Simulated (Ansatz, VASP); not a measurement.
# Two plane-wave programs on BaS

```
Ba S
1.0
     0.02026    3.21599    3.21599
     3.21599    0.02026    3.21599
     3.21599    3.21599    0.02026
Ba S
1 1
Direct
  0.00000 0.00000 0.00000
  0.50000 0.50000 0.50000
```

Change from the starting cell: epitaxial_111 strain -0.5%.

Alike in both runs: task single point; functional r2SCAN; k mesh 8 × 8 × 8; no spin polarisation.

```csv
,VASP,Ansatz
version,VASP 6.6.1,Ansatz 0.2.0
potentials or method,"VASP PAW PBE potentials, release 64 (Ba_sv, S)","plane waves, PAW"
plane-wave cutoff (eV),520,500
occupations,"gaussian, width 0.01 eV",fixed
valence electrons in the cell,16,16
```

```tsv
	VASP	Ansatz	Ansatz less VASP
gap on the k mesh at the Fermi level (eV)	2.47	2.56	+0.088
pressure (GPa)	0.8	0.3	-0.57
largest component of the traceless stress (GPa)	0.12	0.12	0.000
```

Caveats: the PAW data sets were made with another functional, which shifts forces and pressure a little (VASP); spin-orbit coupling is left out, which moves the levels of the heavy elements. A k mesh can miss the band edges.
